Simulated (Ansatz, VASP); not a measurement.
**Two plane-wave programs on GaN**

```xyz
4
Lattice="3.1931 0.0000 0.0000 -1.5966 2.7653 0.0000 0.0000 0.0000 5.2012" Properties=species:S:1:pos:R:3 pbc="T T T"
Ga    0.0000    1.8436   -0.0043
Ga    1.5966    0.9218    2.5963
N     0.0000    1.8436    1.9548
N     1.5966    0.9218    4.5554
```

Alike in both runs: task relaxation of shape and atoms at fixed volume; functional revPBE; dispersion D3(BJ); k mesh 8 × 8 × 6; occupations gaussian, width 0.05 eV; no spin polarisation.

|  | VASP | Ansatz |
| --- | --- | --- |
| version | VASP 6.6.1 | Ansatz 0.2.0 |
| potentials or method | VASP PAW PBE potentials, release 64 (Ga_d, N) | scalar-relativistic, plane waves, PAW |
| plane-wave cutoff (eV) | 600 | 420 |
| valence electrons in the cell | 36 | 36 |

VASP gave:

| Quantity | Value |
| --- | --- |
| gap on the k mesh at the Fermi level, each at its own relaxed structure (eV) | 1.92 |
| relaxed volume (Å³/atom) | 11.48 |
| relaxed cell length with the largest relative difference (Å) | 3.193 |

Q: Which values does Ansatz return?

A: gap on the k mesh at the Fermi level, each at its own relaxed structure (eV): 1.90; relaxed volume (Å³/atom): 11.48; relaxed cell length with the largest relative difference (Å): 3.193.

Caveats: the relaxation stopped at its first step, so nothing moved; the PAW data sets were made with another functional, which shifts forces and pressure a little (VASP).
